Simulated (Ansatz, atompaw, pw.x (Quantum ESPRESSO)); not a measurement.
**What a changed setting does to a pw.x run (fcc Ga)**

Potential: PAW, atompaw 4.2.0.5, PBEsol; core [Ar], reference 3d10 4s2 4p1; waves: 4s (bound); 4s channel at 0.45 Ry; 4p (bound); 4p channel at 2.1 Ry; 3d (bound); 3d channel at 0.15 Ry; local part: ultrasoft scheme with l = 3 at 0 Ry, radius 2.05 bohr; core correction: smooth core density matched at 1.45 bohr; augmentation: besselshape compensation charge, radius 2.55 bohr; PAW radius 2.85 bohr; waves and projectors: bloechl.

The reference run (k-mesh 14³, cutoffs 50/500 Ry, Fermi–Dirac 0.01 Ry, mixing_beta 0.4, conv_thr 1e-9, no spin) gives -0.42 GPa at 17.717 Å³/atom, where all-electron LAPW gives 0.07 GPa. This run, with its own iteration cap, changes mixing_ndim to 4.

```
&control
  calculation='scf', prefix='x', pseudo_dir='./', outdir='./tmp', tstress=.true., disk_io='none'
/
&system
  ibrav=0, nat=1, ntyp=1, ecutwfc=50, ecutrho=500, nbnd=14,
  occupations='smearing', smearing='fd', degauss=0.01
/
&electrons
  conv_thr=1e-09, mixing_beta=0.4, electron_maxstep=60, mixing_ndim=4
/
ATOMIC_SPECIES
Ga 1.0 Ga.UPF
CELL_PARAMETERS angstrom
  0.00000000 2.06912501 2.06912501
  2.06912501 0.00000000 2.06912501
  2.06912501 2.06912501 0.00000000
ATOMIC_POSITIONS crystal
Ga 0.0000 0.0000 0.0000
K_POINTS automatic
14 14 14 0 0 0
```

```bash
pw.x < Ga.scf.in > Ga.scf.out
```

Problem. How does the run end?

Solution. It converges in 8 iterations; the free energy moves by +0.0 meV/atom and the pressure by +0.00 GPa. The result is that of the reference run.

```
Message from routine setup:
     using ibrav=0 with symmetry is DISCOURAGED, use correct ibrav instead
     lattice parameter (alat)  =       5.5297  a.u.
     unit-cell volume          =     119.5602 (a.u.)^3
     number of electrons       =        13.00
     number of Kohn-Sham states=           14
     kinetic-energy cutoff     =      50.0000  Ry
     charge density cutoff     =     500.0000  Ry
     scf convergence threshold =      1.0E-09
     Exchange-correlation= SLA PW PSX PSC
     number of k points=   104  Fermi-Dirac smearing, width (Ry)=  0.0100
     iteration #  1     ecut=    50.00 Ry     beta= 0.40
     total energy              =    -275.01509842 Ry
     estimated scf accuracy    <       0.00505791 Ry
     iteration #  2     ecut=    50.00 Ry     beta= 0.40
     total energy              =    -275.01440238 Ry
     estimated scf accuracy    <       0.00203555 Ry
     iteration #  3     ecut=    50.00 Ry     beta= 0.40
     total energy              =    -275.01456176 Ry
     estimated scf accuracy    <       0.00023186 Ry
     [... 2 iterations left out ...]
     iteration #  6     ecut=    50.00 Ry     beta= 0.40
     total energy              =    -275.01459056 Ry
     estimated scf accuracy    <          4.8E-09 Ry
     iteration #  7     ecut=    50.00 Ry     beta= 0.40
     total energy              =    -275.01459057 Ry
     estimated scf accuracy    <          1.1E-09 Ry
     iteration #  8     ecut=    50.00 Ry     beta= 0.40
     the Fermi energy is    14.4212 ev
!    total energy              =    -275.01459057 Ry
     estimated scf accuracy    <          2.5E-10 Ry
     smearing contrib. (-TS)   =      -0.00167120 Ry
     The total energy is F=E-TS. E is the sum of the following terms:
     one-electron contribution =     -91.91548312 Ry
     hartree contribution      =      21.62414941 Ry
     xc contribution           =     -17.48336243 Ry
     ewald contribution        =     -99.08259837 Ry
     one-center paw contrib.   =     -88.15562487 Ry
     convergence has been achieved in   8 iterations
          total   stress  (Ry/bohr**3)                   (kbar)     P=       -4.18
     Message from routine punch:
     Nothing written, as per user request (disk_io='none')
```

The run took about 19 s on one core of a shared host (Intel(R) Xeon(R) Platinum 8259CL CPU @ 2.50GHz, 96 threads, 755 GiB, load 40).
